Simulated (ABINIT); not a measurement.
Wanted: the native input for an ABINIT 10.8.3 (patched build) run.

| Property | Result |
| --- | --- |
| Task | single point |
| Functional | PBEsol |
| Potentials or basis | JTH PAW PBE v2.0 |
| Cutoff | 626 eV |
| k mesh | 5 × 5 × 5 |
| Occupations | fermi-dirac, width 0.05 eV |
| Spin | no spin polarisation |
| Fine-grid cutoff | 1224.51 eV |
| Exchange and correlation inside the PAW spheres | full angular mesh (pawxcdev 0, this build's default; the released program takes 1) |

Pd:

```
Pd
1.0
     0.00000    1.94650    1.94650
     1.94650    0.00000    1.94650
     1.94650    1.94650    0.00000
Pd
1
Direct
  0.00000 0.00000 0.00000
```

One way to write it, as run:

run.abi

```
# Pseudopotentials
pp_dirpath "./"
pseudos "Pd.GGA_PBE-JTH.xml"

# Structure
acell 5.2019751464 5.2019751464 5.2019751464
rprim
     0.0000000000     0.7071067812     0.7071067812
     0.7071067812     0.0000000000     0.7071067812
     0.7071067812     0.7071067812     0.0000000000
ntypat 1
znucl 46
natom 1
typat 1
xred
     0.0000000000     0.0000000000     0.0000000000

# Plane-wave basis
ecut 23.0
pawecutdg 45.0

# k points
kptopt 1
ngkpt 5 5 5
nshiftk 1
shiftk 0.0 0.0 0.0

# Exchange and correlation
ixc -116133

# Bands and occupations
nband 13
occopt 3
tsmear 0.05 eV

# SCF cycle
nstep 100
tolvrs 1.0e-9

# Output
iomode 3
prtwf 0
prteig 0
prtebands 0
enunit 1
prtden 1
prtvha 1
prtvclmb 1
prtpot 1
```

Potentials or basis: JTH PAW PBE v2.0.

Launch:

```console
$ abinit run.abi > log 2>&1
```

It gave:

| Property | Result |
| --- | --- |
| Pressure | -0.1 GPa |
| Band gap on the k mesh | none (metal or under the smearing width) |
| Valence electrons inside the program's atomic spheres | Pd 16.91 (radii [1.3291] Å) |

Caveat: the k mesh is coarse (spacing up to 0.56 Å⁻¹), so the values aren't converged; the PAW data sets were made with another functional, which shifts forces and pressure a little.

It took 12 s on 1 thread of Arm Neoverse V2 (shared host), peak memory 0.11 GiB.
